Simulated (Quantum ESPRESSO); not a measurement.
**BeTe under changes of volume**

One of the cells (21.254 Å³/atom); the others are scaled copies at fixed shape and fractional positions:

```
Te Be
1.0
     0.00000    2.77000    2.77000
     2.77000    0.00000    2.77000
     2.77000    2.77000    0.00000
Te Be
1 1
Direct
  0.75000 0.75000 0.75000
  0.00000 0.00000 0.00000
```

* Program: Quantum ESPRESSO 7.5
* Functional: PBEsol
* Potentials or basis: PseudoDojo 0.4.1 SR PBEsol standard
* Cutoff: 1197 eV
* Density cutoff: 4789 eV
* k mesh: 8 × 8 × 8
* Occupations: fermi-dirac, width 0.05 eV
* Spin: no spin polarisation

```csv
volume (Å³/atom),energy over the lowest point (meV/atom),pressure (GPa),gap on the mesh (eV)
19.979,43.57,7.3,1.58
20.404,26.62,5.5,1.64
20.829,14.20,3.9,1.70
21.254,5.86,2.4,1.75
21.679,?,?,?
22.104,0.00,-0.1,1.85
22.529,1.82,-1.2,1.90
```

Q: What does the run at 21.679 Å³/atom give?

A: Energy over the lowest point 1.25 meV/atom; pressure 1.1 GPa; gap on the mesh 1.80 eV.

Worked out: A Birch-Murnaghan fit of order 3 (a polynomial in V^(-2/3)) to the other rows has its minimum at 22.06 Å³/atom with B0 = V·E''(V) = 61 GPa and B' = 4.0. It gives 1.24 meV/atom at 21.679 Å³/atom, against the run's 1.25, and -dE/dV = 1.1 GPa, against 1.1. A straight line through the other rows of the gap, of slope 2.64 eV per unit of ln V, gives 1.80 eV, against the run's 1.80.

Energies are extrapolated to zero smearing.

Caveats: spin-orbit coupling is left out, which moves the levels of the heavy elements.

A mesh can miss the band edges.
